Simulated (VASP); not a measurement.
Input of a VASP 6.6.1 run:

Contents of INCAR:

```
PREC     = Accurate       # precision mode
ENCUT    = 520            # plane-wave cutoff, eV
EDIFF    = 1E-7           # SCF threshold, eV
ISMEAR   = -1             # smearing method
SIGMA    = 0.05           # smearing width, eV
LREAL    = F              # projectors in reciprocal space
LASPH    = T              # aspherical terms in the spheres
NELM     = 150            # most SCF steps
ALGO     = Normal         # electronic algorithm
ISIF     = 2              # what is computed and relaxed
LWAVE    = F              # write WAVECAR
LCHARG   = T              # write CHGCAR
ISPIN    = 2              # spin polarisation
MAGMOM   = 3.5            # initial moments
LORBIT   = 11             # projections on sites
LMAXMIX  = 6              # l up to which the mixer works
GGA      = PE             # functional
LELF     = T              # ELF
LVHAR    = T
```

The input KPOINTS:

```
Automatic mesh
0
Gamma
  9 9 9
```

File POSCAR:

```
Tm
1.0
    0.0000000000      2.4680255249      2.4680255249
    2.4680255249      0.0000000000      2.4680255249
    2.4680255249      2.4680255249      0.0000000000
Tm
1
Direct
    0.0000000000      0.0000000000      0.0000000000
```

Potentials or basis: VASP PAW PBE potentials, release 64 (Tm).

Command:

```console
$ cat potpaw_PBE.64/Tm/POTCAR > POTCAR
$ mpirun -np 1 vasp_std > vasp.out
```

**Question.** Estimate the site moments.

**Answer.** Tm +1.14 μB.

**Question.** Predict the net moment.

**Answer.** 0.96 μB per cell.

**Question.** Estimate the band gap on the k mesh.

**Answer.** None (metal or under the smearing width).

**Question.** Estimate the pressure.

**Answer.** 3.4 GPa.

Caveat: the magnetic or orbital state may not be the lowest; spin-orbit coupling is left out, which moves the levels of the heavy elements. The state reached can hang on the start; a lower one may exist.
